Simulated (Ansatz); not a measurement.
**From the elastic tensor of ZnGa$_{2}$O$_{4}$ to moduli and sound speeds**

Method: DFT PBEsol, scalar-relativistic, plane waves, PAW in Ansatz 0.2.0. Cutoff 420 eV, 6×6×6 k-points (Γ-centred), fixed occupations. No spin polarisation.

The structure is cubic, space group Fd-3m (No. 227). Conventional cell: a = 8.340 Å, b = 8.340 Å, c = 8.340 Å, α = 90.00°, β = 90.00°, γ = 90.00°. Zn (site symmetry -43m) has 4 O at 1.97 Å as nearest neighbours. Ga (site symmetry -3m) has 6 O at 2.00 Å as nearest neighbours. O (site symmetry 3m) has 1 Zn at 1.97 Å and 3 Ga at 2.00 Å as nearest neighbours.

Relaxed-ion constants (GPa, on the Cartesian axes of the calculation):
```
256.9 152.1 152.1   0.0   0.0   0.0
152.1 256.9 152.1   0.0   0.0   0.0
152.1 152.1 256.9   0.0   0.0   0.0
  0.0   0.0   0.0 110.7   0.0   0.0
  0.0   0.0   0.0   0.0 110.7   0.0
  0.0   0.0   0.0   0.0   0.0 110.7
```

Density 6.157 g/cm³; 14 atoms in 145.01 Å³.

The values that follow are for a polycrystal of randomly turned grains, by Hill's mean where one number stands.

With S = C⁻¹: B_V = (C11+C22+C33+2(C12+C13+C23))/9, G_V = (C11+C22+C33−C12−C13−C23+3(C44+C55+C66))/15, 1/B_R = S11+S22+S33+2(S12+S13+S23), 15/G_R = 4(S11+S22+S33−S12−S13−S23)+3(S44+S55+S66); Hill is their mean. Then v_l = √((B+4G/3)/ρ), v_t = √(G/ρ), v_m = [(2/v_t³+1/v_l³)/3]^(−1/3) and Θ = (ħ/k_B)·v_m·(6π²n/V)^(1/3) for n atoms in the volume V; E = 9BG/(3B+G), ν = (3B−2G)/(2(3B+G)) and A^U = 5G_V/G_R + B_V/B_R − 6.

```json
{"Bulk modulus, Voigt / Reuss / Hill": "187.0 / 187.0 / 187.0 GPa", "Shear modulus, Voigt / Reuss / Hill": "87.4 / 76.6 / 82.0 GPa", "Young's modulus": "215 GPa", "Poisson ratio": "0.309", "Pugh ratio B/G": "2.28", "Universal anisotropy index": "0.70", "Longitudinal and transverse sound speeds": "6938 and 3650 m/s", "Debye temperature from the mean sound speed": "557 K"}
```

Whether ZnGa2O4 exists in this form wasn't checked.

Cost: 1 run of about 9.5 core-minutes, on Arm Neoverse V2 (shared hosts).

The cubic crystal resists a change of shape much less than a change of volume, and its shear response is clearly anisotropic. C44 (110.7 GPa) lies well above half the difference between C11 and C12, so tetragonal shear is the soft mode and Young's modulus peaks along the body diagonals. The spinel framework suggests why: the Zn–O bonds point along these diagonals, so trigonal shear stretches or compresses them, whereas tetragonal shear to first order only bends the angles between them. Edge-sharing GaO₆ octahedra probably add to the resistance.

C12 exceeds C44, but this is no sign of metallic bonding. Zn and O don't sit at inversion centres, so internal displacements can break the Cauchy relation even with purely central forces. Likewise, the B/G ratio of 2.28 would suggest ductility in a metal, yet oxide spinels are normally brittle at room temperature, because ionic-covalent bonding hinders dislocation glide. The constants meet the cubic Born conditions, which establishes stability against small homogeneous strains but not against phonons of finite wavevector.
